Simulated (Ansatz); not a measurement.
## The TiSi2N4 monolayer under a gate

How does the TiSi2N4 monolayer take up charge from its gate?

Method: plane-wave DFT, PBE-D3(BJ), Ansatz PAW, in Ansatz 0.2.0.

## (1) The starting structure

The cell holds 7 atoms: 4 N, 2 Si and 1 Ti. Its edges and angles: a = 2.920 Å, b = 2.920 Å, c = 45.043 Å, α = 90.0°, β = 90.0°, γ = 120.0°. Vacuum lies along c.

Coordinates:

```xyz
7
Lattice="2.9200 0.0000 0.0000 -1.4600 2.5288 0.0000 0.0000 0.0000 45.0425" Properties=species:S:1:pos:R:3
N     0.0000    0.0000   19.0000
Si    0.0000    1.6859   19.4694
N     0.0000    1.6859   21.2194
Ti    0.0000    0.0000   22.5213
N     0.0000    1.6859   23.8231
Si    0.0000    1.6859   25.5731
N     0.0000    0.0000   26.0425
```

## (2) Relaxation

The starting cell is a guess, so the in-plane lattice and the atoms are relaxed first, with the slab cut off from its images along the normal.

input.yaml

```yaml
crystal:
  lattice:
    - [2.92, 0.0, 0.0]
    - [-1.46, 2.5287941791, 0.0]
    - [0.0, 0.0, 45.0425286479]
  atoms:
    - { symbol: "N", position: [0.0, 0.0, 0.4218235648] }
    - { symbol: Si, position: [0.3333333333, 0.6666666667, 0.4322455436] }
    - { symbol: "N", position: [0.3333333333, 0.6666666667, 0.4710977141] }
    - { symbol: Ti, position: [0.0, 0.0, 0.5] }
    - { symbol: "N", position: [0.3333333333, 0.6666666667, 0.5289022859] }
    - { symbol: Si, position: [0.3333333333, 0.6666666667, 0.5677544564] }
    - { symbol: "N", position: [0.0, 0.0, 0.5781764352] }
  periodic: [true, true, false]
kpoints:
  mp_grid: { grid: [12, 12, 1] }
hamiltonian:
  xc: pbe
  dispersion: d3bj
scf:
  occupations: { method: fermi_dirac, width: 0.05 }
  convergence: { dr2_threshold: 1.0e-09 }
relax:
  f_tol: 0.004
  max_steps: 90
  cell: {}
output:
  write_potential: true
  write_density: true
  volumetric_format: npy
```

Launch:

```bash
$ ansatz run input.yaml --threads 8 --pin off --max-ram 16384MiB --backend cpu --events-out ev --progress --plain --runs-dir out
```

Numbers of over 12 decimals in the logs are rounded to 6 here.

Output:

```text
Warning: relax.cell: scf.convergence.dr2_threshold = 1e-9 eV is looser than the 2.41007176491e-10 eV advised for a relaxation that steers and ends on the stress (1e-10 eV for each atom of the cell: 7, times the square of relax.cell.stress_2d_tol = 0.05 N/m over 17.0 Å (the atoms' height at the walk's start and 5 Å past either face), 2.934e-2 GPa, over a crystal's default 0.05). What an SCF threshold leaves in a stress goes as its square root, and in the free energy as the threshold itself, and one threshold admits the most on a small cell: [figures from the program's tests cut] Set scf.convergence.dr2_threshold to 2.41007176491e-10 eV or tighter. [rest of the remark cut]
Engine: ansatz 0.2.0, x86_64-unknown-linux-gnu
Pseudopotentials: kind: paw
Pseudopotential: N, paw, valence charge 5, recommended cutoff 420 eV (normal), N.paw.azcp
Pseudopotential: Si, paw, valence charge 4, recommended cutoff 420 eV (normal), Si.paw.azcp
Pseudopotential: Ti, paw, valence charge 12, recommended cutoff 420 eV (normal), Ti.paw.azcp
Functional definition: PBE
  parameter kappa = 0.804
  parameter beta = 0.066725
  exchange = pbe_x(kappa = kappa, mu = beta*pi^2/3)
  correlation = pbe_c(beta = beta)
Crystal: 7 atoms, lattice volume = 332.598 Å³
Basis set: ecut = 420 eV, 6463 PW (Γ), exchange–correlation on 40×40×640 points (8 copies of the dense FFT grid, shifted against one another)
Bands: 27, of which v1, the nominal top of the filled ones, is band 20 counted from 1 (19 counted from 0)
Symmetry: 12 space group operations
Space group: P-6m2 (ITA 187), of the structure as read, at distance tolerance 6.9e-5 Å
k-points: 19 of 144 (time reversal used)
Non-local potential: N, projectors of the file, l = 0: 2, l = 1: 2, l = 2: 1
Non-local potential: Si, projectors of the file, l = 0: 2, l = 1: 2, l = 2: 2
Non-local potential: Ti, projectors of the file, l = 0: 3, l = 1: 2, l = 2: 3, l = 3: 1
PAW form: soft (Blöchl's): semilocal exchange-correlation on the pseudo side does not see the compensation charge
PAW one-centre angular grid: N, 110 points (default); XC on 64 Gauss nodes
PAW one-centre angular grid: Si, 110 points (default); XC on 64 Gauss nodes
PAW one-centre angular grid: Ti, 590 points (default); XC on 64 Gauss nodes
Initial density: superposition of atomic densities (neutral atoms: chi_scale 0, normalization atom), corrected by the library's trained network
Initial wavefunctions: pseudopotential atomic-orbital guess
Functional: x = pbe(κ = 0.804, μ = 0.219515), c = pbe(β = 0.066725)
SCF iter   1: F=—  HF=-5315.805902 eV  |F-HF|=—  |Δ(HF+E_count)|=         —  Δρ=2.66e-3  dr2=7.90e-2  ethr=1.77e-3  ⟨swp⟩=12.1  Hψ=4062  notcnv=0  defer=19
preconditioner: auto → Resta (q_TF=auto, 1.917 Å⁻¹)  ε∞=2.2  [insulator: Δε(μ)=1.119 eV  Ē_g=10.640 eV  σ=0.050 eV  W_gap=1.00  n_scr=26 (ndim 8)  ℏωp=11.5 eV  f_vac=0.764  D(μ)=0.00/eV (n_scr^D=0)  ε∞_Penn≈2.2  vacuum switching on, ρ_ref=8.2e-3 e/Å³]
SCF iter   2: F=—  HF=-5315.810984 eV  |F-HF|=—  |Δ(HF+E_count)|=   5.08e-3  Δρ=4.47e-3  dr2=1.13e-1  ethr=1.97e-4  ⟨swp⟩=4.4  Hψ=1284  notcnv=0  defer=34
SCF iter   3: F=—  HF=-5315.798121 eV  |F-HF|=—  |Δ(HF+E_count)|=   1.29e-2  Δρ=1.23e-3  dr2=6.51e-3  ethr=1.97e-4  ⟨swp⟩=2.4  Hψ=651  notcnv=0  defer=34
SCF iter   4: F=—  HF=-5315.800579 eV  |F-HF|=—  |Δ(HF+E_count)|=   2.46e-3  Δρ=5.46e-4  dr2=1.24e-3  ethr=1.63e-5  ⟨swp⟩=3.5  Hψ=1114  notcnv=0  defer=34
SCF iter   5: F=—  HF=-5315.800890 eV  |F-HF|=—  |Δ(HF+E_count)|=   3.11e-4  Δρ=1.60e-4  dr2=8.66e-5  ethr=3.11e-6  ⟨swp⟩=2.7  Hψ=878  notcnv=0  defer=34
SCF iter   6: F=—  HF=-5315.800709 eV  |F-HF|=—  |Δ(HF+E_count)|=   1.81e-4  Δρ=6.13e-5  dr2=1.74e-5  ethr=2.17e-7  ⟨swp⟩=3.4  Hψ=1126  notcnv=0  defer=34
SCF iter   7: F=—  HF=-5315.800706 eV  |F-HF|=—  |Δ(HF+E_count)|=   3.15e-6  Δρ=3.30e-5  dr2=3.79e-6  ethr=4.36e-8  ⟨swp⟩=3.0  Hψ=924  notcnv=0  defer=34
SCF iter   8: F=—  HF=-5315.800756 eV  |F-HF|=—  |Δ(HF+E_count)|=   5.06e-5  Δρ=7.36e-6  dr2=2.14e-7  ethr=9.48e-9  ⟨swp⟩=3.1  Hψ=943  notcnv=0  defer=34
SCF iter   9: F=—  HF=-5315.800756 eV  |F-HF|=—  |Δ(HF+E_count)|=   9.11e-8  Δρ=1.71e-6  dr2=8.03e-9  ethr=5.36e-10  ⟨swp⟩=3.3  Hψ=1093  notcnv=0  defer=34
SCF iter  10: F=-5315.800756 eV  HF=-5315.800756 eV  |F-HF|=1.09e-11  |Δ(HF+E_count)|=   4.09e-9  Δρ=2.39e-7  dr2=1.67e-10  ethr=2.50e-12  ⟨swp⟩=10.5  Hψ=4711  notcnv=0
SCF 1 converged in 10 iterations: F = -5315.800756 eV  dr2 = 1.67e-10
  greatest PAW one-centre occupation: 0.999 electrons in one spin orbital (limit 2), on the Ti atom at site 3 (counted from 0), in its partial waves of l = 0
relax step   1: F+E_penalty+E_count = -5315.80075618 eV  Δ(F+E_penalty+E_count) = +0.000e0 eV  max|allowed force component| = 2.566e0 eV/Å  Δτ_max = 0.0000 Å  P = -0.630 N/m  Ω = 332.598 Å³  fix = [c, alpha, beta]  reactions: c -0.000 N/m  (10 SCF iters, accepted)
Crystal: 7 atoms, lattice volume = 336.297 Å³
Basis set: ecut = 420 eV, 6475 PW (Γ), exchange–correlation on 40×40×640 points (8 copies of the dense FFT grid, shifted against one another)
Initial density: handed on by an earlier stage of this run
Initial wavefunctions: those handed on with the density
iter 1 solved again at ethr=2.39e-3 eV; its pass at ethr=3.10e-3 eV (dr2=9.54e-1 eV) is discarded
SCF iter   1: F=—  HF=-5316.356557 eV  |F-HF|=—  |Δ(HF+E_count)|=         —  Δρ=1.61e-2  dr2=9.58e-1  ethr=2.39e-3  ⟨swp⟩=1.8  Hψ=4131  notcnv=0
preconditioner: auto → Resta (q_TF=auto, 1.913 Å⁻¹)  ε∞=2.1  [insulator: Δε(μ)=1.194 eV  Ē_g=10.846 eV  σ=0.050 eV  W_gap=1.00  n_scr=26 (ndim 8)  ℏωp=11.5 eV  f_vac=0.777  D(μ)=0.00/eV (n_scr^D=0)  ε∞_Penn≈2.1  vacuum switching on, ρ_ref=8.5e-3 e/Å³]
SCF iter   2: F=—  HF=-5316.196885 eV  |F-HF|=—  |Δ(HF+E_count)|=   1.60e-1  Δρ=8.04e-3  dr2=2.95e-1  ethr=2.39e-3  ⟨swp⟩=4.2  Hψ=1131  notcnv=0  defer=3
SCF iter   3: F=—  HF=-5316.177159 eV  |F-HF|=—  |Δ(HF+E_count)|=   1.97e-2  Δρ=6.91e-3  dr2=1.95e-1  ethr=7.37e-4  ⟨swp⟩=5.1  Hψ=1433  notcnv=0  defer=33
SCF iter   4: F=—  HF=-5316.153552 eV  |F-HF|=—  |Δ(HF+E_count)|=   2.36e-2  Δρ=2.67e-3  dr2=2.02e-2  ethr=4.87e-4  ⟨swp⟩=3.6  Hψ=991  notcnv=0  defer=33
SCF iter   5: F=—  HF=-5316.152172 eV  |F-HF|=—  |Δ(HF+E_count)|=   1.38e-3  Δρ=7.46e-4  dr2=8.09e-4  ethr=5.04e-5  ⟨swp⟩=3.2  Hψ=1036  notcnv=0  defer=33
SCF iter   6: F=—  HF=-5316.152426 eV  |F-HF|=—  |Δ(HF+E_count)|=   2.54e-4  Δρ=2.37e-4  dr2=9.86e-5  ethr=2.02e-6  ⟨swp⟩=3.1  Hψ=1031  notcnv=0  defer=33
SCF iter   7: F=—  HF=-5316.152306 eV  |F-HF|=—  |Δ(HF+E_count)|=   1.19e-4  Δρ=4.28e-5  dr2=4.43e-6  ethr=2.47e-7  ⟨swp⟩=3.2  Hψ=1032  notcnv=0  defer=33
[...]
SCF iter   8: F=—  HF=-5316.211766 eV  |F-HF|=—  |Δ(HF+E_count)|=   4.55e-5  Δρ=5.03e-6  dr2=6.97e-8  ethr=1.55e-9  ⟨swp⟩=3.5  Hψ=1136  notcnv=0  defer=33
SCF iter   9: F=—  HF=-5316.211766 eV  |F-HF|=—  |Δ(HF+E_count)|=   8.63e-9  Δρ=1.01e-6  dr2=2.17e-9  ethr=1.74e-10  ⟨swp⟩=3.1  Hψ=1087  notcnv=0  defer=33
SCF iter  10: F=-5316.211766 eV  HF=-5316.211766 eV  |F-HF|=7.00e-11  |Δ(HF+E_count)|=   1.22e-9  Δρ=2.06e-7  dr2=9.57e-11  ethr=2.50e-12  ⟨swp⟩=12.6  Hψ=4350  notcnv=0
SCF 3 converged in 10 iterations: F = -5316.211766 eV  dr2 = 9.57e-11
relax step   3: F+E_penalty+E_count = -5316.21176576 eV  Δ(F+E_penalty+E_count) = -5.941e-2 eV  max|allowed force component| = 1.631e-1 eV/Å  Δτ_max = 0.0712 Å  P = +0.128 N/m  Ω = 332.895 Å³  energy of the carried Pulay correction = -1.909e-4 eV  fix = [c, alpha, beta]  reactions: c +0.000 N/m  (10 SCF iters, accepted)
[...]
relax step   4: F+E_penalty+E_count = -5316.21401180 eV  Δ(F+E_penalty+E_count) = -2.246e-3 eV  max|allowed force component| = 6.519e-2 eV/Å  Δτ_max = 0.0054 Å  P = +0.353 N/m  Ω = 332.600 Å³  energy of the carried Pulay correction = -1.478e-6 eV  fix = [c, alpha, beta]  reactions: c +0.000 N/m  (8 SCF iters, accepted)
[...]
relax step   5: F+E_penalty+E_count = -5316.21396549 eV  Δ(F+E_penalty+E_count) = +4.631e-5 eV  max|allowed force component| = 4.734e-2 eV/Å  Δτ_max = 0.0022 Å  P = -0.135 N/m  Ω = 332.956 Å³  energy of the carried Pulay correction = -2.302e-4 eV  fix = [c, alpha, beta]  reactions: c -0.000 N/m  (9 SCF iters, accepted)
[...]
relax step   6: F+E_penalty+E_count = -5316.21410207 eV  Δ(F+E_penalty+E_count) = -1.366e-4 eV  max|allowed force component| = 2.144e-4 eV/Å  Δτ_max = 0.0009 Å  P = -0.000 N/m  Ω = 332.849 Å³  energy of the carried Pulay correction = -1.615e-4 eV  fix = [c, alpha, beta]  reactions: c -0.000 N/m  (8 SCF iters, accepted)
Initial wavefunctions: pseudopotential atomic-orbital guess (no wavefunctions were taken with the density)
iter 1 solved again at ethr=2.20e-7 eV; its pass at ethr=3.10e-3 eV (dr2=8.82e-5 eV) is discarded
SCF iter   1: F=—  HF=-5316.214399 eV  |F-HF|=—  |Δ(HF+E_count)|=         —  Δρ=6.47e-6  dr2=2.20e-8  ethr=2.20e-7  ⟨swp⟩=6.6  Hψ=6835  notcnv=0
eigensolver tolerance schedule: the retry pair's looser diagonalisation over-reported the residual by 3998.99 of it (diagonalisation noise at 0.40 of the residual, at the tolerance the schedule requests for it); recorded, not acted on — ethr = c·dr2/N_el stays at c = 1.0e-1
preconditioner: auto → Resta (q_TF=auto, 1.917 Å⁻¹)  ε∞=2.1  [insulator: Δε(μ)=1.369 eV  Ē_g=10.867 eV  σ=0.050 eV  W_gap=1.00  n_scr=26 (ndim 8)  ℏωp=11.5 eV  f_vac=0.769  D(μ)=0.00/eV (n_scr^D=0)  ε∞_Penn≈2.1  vacuum switching on, ρ_ref=8.6e-3 e/Å³]
SCF iter   2: F=—  HF=-5316.214270 eV  |F-HF|=—  |Δ(HF+E_count)|=   1.28e-4  Δρ=3.31e-6  dr2=1.22e-8  ethr=5.51e-11  ⟨swp⟩=6.0  Hψ=2016  notcnv=0
SCF iter   3: F=—  HF=-5316.214277 eV  |F-HF|=—  |Δ(HF+E_count)|=   6.96e-6  Δρ=2.38e-6  dr2=2.92e-9  ethr=3.05e-11  ⟨swp⟩=2.6  Hψ=765  notcnv=0
SCF iter   4: F=—  HF=-5316.214290 eV  |F-HF|=—  |Δ(HF+E_count)|=   1.23e-5  Δρ=9.20e-7  dr2=4.26e-9  ethr=7.30e-12  ⟨swp⟩=3.9  Hψ=1179  notcnv=0
SCF iter   5: F=-5316.214292 eV  HF=-5316.214291 eV  |F-HF|=4.18e-7  |Δ(HF+E_count)|=   1.56e-6  Δρ=3.72e-7  dr2=6.98e-10  ethr=2.50e-12  ⟨swp⟩=15.5  Hψ=5003  notcnv=0
SCF 7 converged in 5 iterations: F = -5316.214292 eV  dr2 = 6.98e-10
relax step   7: F+E_penalty+E_count = -5316.21429167 eV  Δ(F+E_penalty+E_count) = -1.896e-4 eV  max|allowed force component| = 1.632e-4 eV/Å  Δτ_max = 0.0000 Å  P = +0.008 N/m  Ω = 332.849 Å³  fix = [c, alpha, beta]  reactions: c +0.000 N/m  stress off target by 7.93e-3 N/m on what of the cell is left free  SCF on the basis re-selected at this cell (its energy is not comparable with the rows above)  (5 SCF iters)
basis re-selected at this cell: Δ(F+E_penalty+E_count) = -1.896e-4 eV, ΔP = +0.008 N/m vs the last step (what re-selecting the basis moved, of the pressure what is left beyond the Pulay correction that the steps carried, after the strain that the cell walked since its last selection, with what the two solves' SCF thresholds leave and, on support functions, any second-order correction that the steps lacked; it is no m [...]
WARN: The output density's exchange-correlation potential varies sharply where the density is thin. Do not read a vacuum level from v_tot or v_xc, or from such a field of the output density. On a cell that repeats whose density bears no net charge and no dipole along the vacuum's axis use v_es (v_loc + v_h of the components); under efield.dipole_correction with no amplitude use v_es + v_field, which holds any externa [...]
SCF converged after 5 iterations
Free energy (F): -5316.214292 eV
Harris-Foulkes:  -5316.214291 eV  (|F-HF|=4.18e-7)
Internal energy: -5316.214291 eV  (E = F + TS)
E sigma→0 (E₀):  -5316.214292 eV
Entropy (-TS):   -0.000000 eV (-0.000 meV/atom)
Fermi energy:    -6.023914 eV
--- Per-component energies (eV) ---
  E_band       = -772.758346
  E_kinetic    = 897.102044
  E_local      = -170954.268324  (includes V_loc(G=0)·N_el)
  E_nonlocal   = 235.041927
  E_hartree    = 84915.126416
  E_xc         = -454.662076
  E_vxc        = -529.716019  (∫ρ·V_xc dr)
  E_paw        = -2581.873877  (= ΣΔE_a)
  E_vpaw       = -251.170360  (= ΣTr[D̂ρ^β])
  E_aug_tail   = 0.000528  (compensation charges beyond the density's cutoff)
  E_ewald      = 82629.109799
  E_disp       = -1.790730  (pairwise vdW)
  E_smearing   = -0.000000  (= −TS)
  E_closure    = 0.000000  (closes the sum)
  Σ components = -5316.214292   (vs F -5316.214292, Δ=0.00e0)
--- Forces (eV/Å), atoms counted from 1 ---
  atom   1  N     -0.00000000    -0.00000000     0.00011206
  atom   2  Si    -0.00000000     0.00000000     0.00009130
  atom   3  N      0.00000000    -0.00000000    -0.00016318
  atom   4  Ti     0.00000000    -0.00000000     0.00000000
  atom   5  N      0.00000000    -0.00000000     0.00016318
  atom   6  Si    -0.00000000     0.00000000    -0.00009130
  atom   7  N     -0.00000000    -0.00000000    -0.00011206
  max |Σ_I F_I| component: 8.14e-16 eV/Å
--- 2D stress c σ (N/m, compression-positive) ---
        0.007934       0.000000       0.000000
        0.000000       0.007934       0.000000
        0.000000       0.000000       0.000000
  P = ½ c Tr σ = 0.0079 N/m
--- Band table (eV; the first three rows and the last of 19) ---
  k-point 0: bands = [... 16 lower, -8.3865, -7.2488, -7.1111, -7.1111, -4.2761, -2.2195, -2.2195, -2.1129, ... 3 higher]
  k-point 1: bands = [... 16 lower, -8.2986, -7.3904, -7.2335, -7.0508, -4.3383, -2.3315, -2.3185, -2.1537, ... 3 higher]
  k-point 2: bands = [... 16 lower, -8.0622, -7.7258, -7.5383, -7.1164, -4.6535, -2.4092, -2.3310, -2.2607, ... 3 higher]
  k-point 18: bands = [... 16 lower, -9.3766, -9.0046, -7.3025, -6.6487, -4.8110, -3.3136, -1.9810, -1.5773, ... 3 higher]
  the weakly bound empty levels are not read free of the cell's end (no_gap_told)
--- Relaxed structure (6 steps of the walk, 6 accepted, 1 SCFs on fresh bases) ---
  F+E_penalty+E_count = -5316.21429167 eV   max|allowed force component| = 1.632e-4 eV/Å   (the final SCF, on the basis selected at the relaxed cell)
  cell:  # Å, volume = 332.8492 Å³
    - [2.921104, 0, 0.0]
    - [-1.460552, 2.529751, 0.0]
    - [0.0, 0.0, 45.0425286479]
  atoms:
    - { symbol: N, position: [1.0573552618554996e-17, -5.1357255561990634e-17, 0.423708] }
    - { symbol: Si, position: [0.333333, 0.666667, 0.435146] }
    - { symbol: N, position: [0.333333, 0.666667, 0.473916] }
    - { symbol: Ti, position: [1.0573552618555009e-17, -5.135725556199062e-17, 0.500000] }
    - { symbol: N, position: [0.333333, 0.666667, 0.526084] }
    - { symbol: Si, position: [0.333333, 0.666667, 0.564854] }
    - { symbol: N, position: [1.0573552618554996e-17, -5.1357255561990634e-17, 0.576292] }
```

The job ended after 17 s (8 threads of AMD EPYC 7B13 (Zen 3), shared host; peak memory 0.98 GiB; 1.9 min of CPU time).

Step by step:

```
step  energy less that of the first step (eV)  largest force component (eV/Å)  volume (Å³)
   1                                   0.0000                          2.5658       332.60
   2                                  -0.3516                          0.9391       336.30
   3                                  -0.4110                          0.1631       332.89
   4                                  -0.4133                          0.0652       332.60
   5                                  -0.4132                          0.0473       332.96
   6                                  -0.4133                          0.0002       332.85
  7*                                  -0.4135                          0.0002       332.85
```

Relaxation steps marked * repeat the geometry before them on a plane-wave basis chosen anew for their cell, so energy and pressure can jump there.

The run keeps the 12 symmetry operations that it works with, so distortions that break them were not tested.

```csv
cell as run,before,after,change
a (Å),2.920,2.921,+0.0 %
b (Å),2.920,2.921,+0.0 %
```

The atoms that moved most (Å, along periodic axes as changes of fractional coordinates times the final cell, across vacuum about the mean position):

| atom | dx | dy | dz | length |
| --- | --- | --- | --- | --- |
| Si6 | 0.000 | 0.000 | -0.131 | 0.131 |
| Si2 | 0.000 | 0.000 | 0.131 | 0.131 |
| N5 | 0.000 | 0.000 | -0.127 | 0.127 |
| N3 | 0.000 | 0.000 | 0.127 | 0.127 |
| N7 | 0.000 | 0.000 | -0.085 | 0.085 |
| N1 | 0.000 | 0.000 | 0.085 | 0.085 |

The relaxed structure:

```xyz
7
Lattice="2.9211 0.0000 0.0000 -1.4606 2.5298 0.0000 0.0000 0.0000 45.0425" Properties=species:S:1:pos:R:3
N     0.0000    0.0000   19.0849
Si    0.0000    1.6865   19.6001
N     0.0000    1.6865   21.3464
Ti    0.0000    0.0000   22.5213
N     0.0000    1.6865   23.6962
Si    0.0000    1.6865   25.4425
N     0.0000    0.0000   25.9577
```

The lattice constant a goes from 2.920 to 2.921 Å.

(Continued in part 2 of 4.)

[Logs are printed without paths, hosts, clocks, repeated set-up lines and the standing remarks that a program may print on its own settings, such as how far it seeks lower states.]

[Hosts, paths, dates, database ids (printed as entryN), source tags and the programs' standing remarks are cut or masked in the printed files.]

[Maps of the electrostatic potential energy from Ansatz leave out the sawtooth potential of an applied field or a dipole correction, so their vacuum need not be flat; planar profiles and work functions include it.]
